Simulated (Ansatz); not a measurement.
# Pt: the cost of one run

Method: DFT PBE, spin-orbit coupling, plane waves, PAW, in Ansatz 0.2.0.

## Step 1: The starting structure

It takes space group P-3m1 (No. 164, trigonal). The conventional cell has a = 2.775 Å, b = 2.775 Å, c = 28.328 Å, α = 90.00°, β = 90.00°, γ = 120.00°. Pt (site symmetry 3m) is surrounded by 9 Pt at 2.77 Å. Around Pt (site symmetry 3m) lie 12 Pt at 2.77 Å.

Coordinates:

```cif
data_structure
_symmetry_space_group_name_H-M 'P 1'
_symmetry_Int_Tables_number 1
_cell_length_a 2.7747
_cell_length_b 2.7747
_cell_length_c 28.3276
_cell_angle_alpha 90.000
_cell_angle_beta 90.000
_cell_angle_gamma 60.000
_cell_volume 188.87
loop_
_atom_site_label
_atom_site_type_symbol
_atom_site_fract_x
_atom_site_fract_y
_atom_site_fract_z
_atom_site_occupancy
Pt1 Pt 0.00000 0.00000 0.30006 1
Pt2 Pt 0.33333 0.33333 0.38004 1
Pt3 Pt 0.66667 0.66667 0.46001 1
Pt4 Pt 0.00000 0.00000 0.53999 1
Pt5 Pt 0.33333 0.33333 0.61996 1
Pt6 Pt 0.66667 0.66667 0.69994 1
```

## Step 2: Relaxing the atoms: Pt6 slab

input.yaml

```yaml
crystal:
  lattice:
    - [2.7746870094, 0.0, 0.0]
    - [1.3873435047, 2.4029494377, 0.0]
    - [0.0, 0.0, 28.3276122815]
  atoms:
    - { symbol: Pt, position: [0.0, 0.0, 0.3000605881] }
    - { symbol: Pt, position: [0.3333333333, 0.3333333333, 0.3800363528] }
    - { symbol: Pt, position: [0.6666666667, 0.6666666667, 0.4600121176] }
    - { symbol: Pt, position: [0.0, 0.0, 0.5399878824] }
    - { symbol: Pt, position: [0.3333333333, 0.3333333333, 0.6199636472] }
    - { symbol: Pt, position: [0.6666666667, 0.6666666667, 0.6999394119] }
scf:
  occupations: { method: gaussian, width: 0.1 }
output:
  forces: true
  stress: false
  write_density: true
  write_potential: true
  elf: true
  volumetric_format: npy
hamiltonian:
  xc: pbe
  pseudopotentials: { kind: paw_fr }
efield:
  axis: 3
  dipole_correction: true
kpoints:
  mp_grid: { grid: [12, 12, 1] }
relax:
  f_tol: 0.01
magnetization:
  noncollinear: true
  spin_orbit: true
```

The run is started by

```
$ ansatz run input.yaml --threads 4 --pin off --max-ram 8192MiB --backend cpu --events-out ev --progress --plain --runs-dir out
```

**Question.** How long does this run take on 4 threads of Arm Neoverse V1, shared host, and how much memory does it need?

About 2.9 min, with a peak of 2 GiB.
